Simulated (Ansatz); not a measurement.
Te and the effect of the functional

```yaml
crystal:
  lattice:
    - [5.22326, 0.00000, 0.00000]
    - [0.00000, 5.22326, 0.00000]
    - [0.00000, 0.00000, 5.22326]
  atoms:
    - { symbol: Te, position: [0.87500, 0.12500, 0.62500] }
    - { symbol: Te, position: [0.37500, 0.37500, 0.37500] }
    - { symbol: Te, position: [0.12500, 0.62500, 0.87500] }
    - { symbol: Te, position: [0.62500, 0.87500, 0.12500] }
```

This isn't the form of Te at room conditions, which is trigonal, of chains.

Kept alike: task band structure; k mesh 4 × 4 × 4; occupations fermi-dirac, width 0.05 eV; no spin polarisation. Program: Ansatz, Ansatz PAW, cutoff 420 eV. The mesh is that of the run's cell of 4 atoms. No spin-orbit coupling.

| functional | pressure (GPa) |
| --- | --- |
| BLYP | 3.65 |
| LDA | -2.94 |
| PBE | 0.11 |
| PBEsol | -2.08 |
| RPBE | 1.33 |
| revPBE | 0.99 |

Pressure is positive in compression, with a Pulay correction for the finite cutoff. For a metal such a mesh leaves the last digits unconverged. All rows use potentials made for PBE.

Problem. What does the functional change here?

Solution. The pressure runs from -2.94 (LDA) to 3.65 GPa (BLYP). From PBE: BLYP +3.54; LDA -3.05; PBEsol -2.19; RPBE +1.22; revPBE +0.88. A positive pressure means that the functional's own cell is larger than the one given, a negative one that it is smaller.
